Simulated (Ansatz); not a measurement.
# Carriers in KF (Pm-3m)

```
CELL_PARAMETERS angstrom
3.08323 0.00000 0.00000
0.00000 3.08323 0.00000
0.00000 0.00000 3.08323
ATOMIC_POSITIONS crystal
K 0.00000 0.00000 0.00000
F 0.50000 0.50000 0.50000
```

Conventional cell: a = 3.083 Å, b = 3.083 Å, c = 3.083 Å, α = 90.00°, β = 90.00°, γ = 90.00°. Around K (atom 1) lie 8 F at 2.67 Å. F (atom 2) has 8 K at 2.67 Å as nearest neighbours.

Computed, not measured; unless marked otherwise by LDA, all-electron LAPW in Ansatz 0.2.0, scalar-relativistic. k mesh 8×8×8, fixed occupations, basis error target 1 meV/atom. The cell was relaxed by PAW under this functional, which moved its volume by -15 % from the database entry's. This phase needn't be the one found at ambient conditions.

Extrema are searched on a 12×12×12 mesh and refined by Newton steps; masses come from band slopes 0.005 Å⁻¹ away, 1/m* = (1/ħ²) d²E/dk², negative for holes (the finite step makes the lightest masses up to about 3 % heavy). k is in units of the reciprocal vectors.

Task: Where are the band edges, and is the gap direct?

Result: The valence maximum lies at M (0.000, -0.500, -0.500) and the conduction minimum at Gamma (0.000, 0.000, 0.000), so the Kohn-Sham gap of 7.212 eV is indirect; the least direct gap on the mesh is 7.213 eV. The two differ so little that spin-orbit coupling, strain or another functional can make the gap direct. A further valence extremum at Gamma (0.000, 0.000, 0.000) lies 0.001 eV from the edge (1 equivalent point).

Task: What are the electron masses at the edge?

Result: The principal masses are 0.483, 0.483, 0.483 mₑ. One valley has a density-of-states mass (m₁m₂m₃)^(1/3) = 0.483; the direction-averaged conductivity mass 3/Σ(1/mᵢ) is 0.483 mₑ.

Task: What are the hole masses at the edge?

Result: The principal masses are 0.934, 6.69, 6.69 mₑ. One valley has a density-of-states mass (m₁m₂m₃)^(1/3) = 3.47; 3 valleys give N^(2/3) times that, 7.22; the direction-averaged conductivity mass 3/Σ(1/mᵢ) is 2.19 mₑ.

Task: Along the Cartesian direction 100 the conduction slope is 0.07883 eV·Å one step out. What is it four steps out, and what does that say?

Result: 0.315 eV·Å, 3.996 times the first; a parabola would give 4, so the band is nearly parabolic here.

Task: What electronic dielectric constant and refractive index follow from the same bands (independent particles)?

Result: ε∞ = (2.44, 2.44, 2.44), so n ≈ √ε∞ = 1.56 (mean over directions) well under the gap and the normal reflectivity is ((n − 1)/(n + 1))² = 0.048. Local fields, left out here, lower ε∞ by several per cent.

Task: What gap does PAW give in the same cell?

Result: 7.223 eV, 11 meV from the LAPW value.

Task: Cells strained by ±0.5 % (all lengths, zz alone, equal engineering shears γ in yz, zx, xy; ions relaxed) give deformation potentials. How do the edge levels move, in eV per unit strain against the centre of the top valence set?

Result: 

```json
{"point": "Gamma", "k": "0.00 0.00 0.00", "side": "valence", "bands": "3", "level (eV)": "-0.001", "d/dlnV": "-0.43", "d/dε_zz": "-1.74", "d/dγ": "0.00*", "split/ε_zz": "3.81", "split/γ": "0.88"}
{"point": "Gamma", "k": "0.00 0.00 0.00", "side": "conduction", "bands": "1", "level (eV)": "7.212", "d/dlnV": "-8.91", "d/dε_zz": "-10.21", "d/dγ": "0.00*", "split/ε_zz": "–", "split/γ": "–"}
{"point": "M", "k": "0.00 0.50 0.50", "side": "valence", "bands": "1", "level (eV)": "0.000", "d/dlnV": "0.00", "d/dε_zz": "0.00", "d/dγ": "0.00", "split/ε_zz": "–", "split/γ": "–"}
{"point": "M", "k": "0.00 0.50 0.50", "side": "conduction", "bands": "1", "level (eV)": "8.727", "d/dlnV": "-2.80", "d/dε_zz": "-0.71", "d/dγ": "0.00", "split/ε_zz": "–", "split/γ": "–"}
{"point": "M", "k": "0.50 0.50 0.00", "side": "valence", "bands": "1", "level (eV)": "0.000", "d/dlnV": "0.00", "d/dε_zz": "-3.92", "d/dγ": "0.00", "split/ε_zz": "–", "split/γ": "–"}
{"point": "M", "k": "0.50 0.50 0.00", "side": "conduction", "bands": "1", "level (eV)": "8.727", "d/dlnV": "-2.80", "d/dε_zz": "-10.90", "d/dγ": "0.00", "split/ε_zz": "–", "split/γ": "–"}
{"point": "R", "k": "-0.50 -0.50 -0.50", "side": "valence", "bands": "3", "level (eV)": "-1.423", "d/dlnV": "2.36", "d/dε_zz": "1.05", "d/dγ": "0.00", "split/ε_zz": "0.96", "split/γ": "0.68"}
{"point": "X", "k": "0.00 -0.50 0.00", "side": "valence", "bands": "2", "level (eV)": "-0.230", "d/dlnV": "0.43", "d/dε_zz": "-1.48", "d/dγ": "0.00*", "split/ε_zz": "5.75", "split/γ": "3.19"}
{"point": "X", "k": "0.00 -0.50 0.00", "side": "conduction", "bands": "1", "level (eV)": "9.460", "d/dlnV": "-1.80", "d/dε_zz": "-1.46", "d/dγ": "0.00*", "split/ε_zz": "–", "split/γ": "–"}
{"point": "X", "k": "0.00 0.00 -0.50", "side": "valence", "bands": "2", "level (eV)": "-0.230", "d/dlnV": "0.43", "d/dε_zz": "0.34", "d/dγ": "0.00*", "split/ε_zz": "0.00", "split/γ": "3.19"}
{"point": "X", "k": "0.00 0.00 -0.50", "side": "conduction", "bands": "1", "level (eV)": "9.460", "d/dlnV": "-1.80", "d/dε_zz": "-6.39", "d/dγ": "0.00*", "split/ε_zz": "–", "split/γ": "–"}
```

Sets with another level within 0.15 eV are left out, since it mixes in under strain; the reference set stays in any case. Entries marked * vanish by symmetry to first order; what they show is the residue of the finite step. These cells use a basis error target of 0.5 meV/atom.

Caveats: semilocal gaps are low, and what follows the gap (onsets, screening, light masses) shifts with it; without spin-orbit coupling, bands that meet at the valence top are not the light and heavy holes of experiment; the frozen-core PAW files of the compared runs were fitted under PBE, their cores solved anew for this functional.
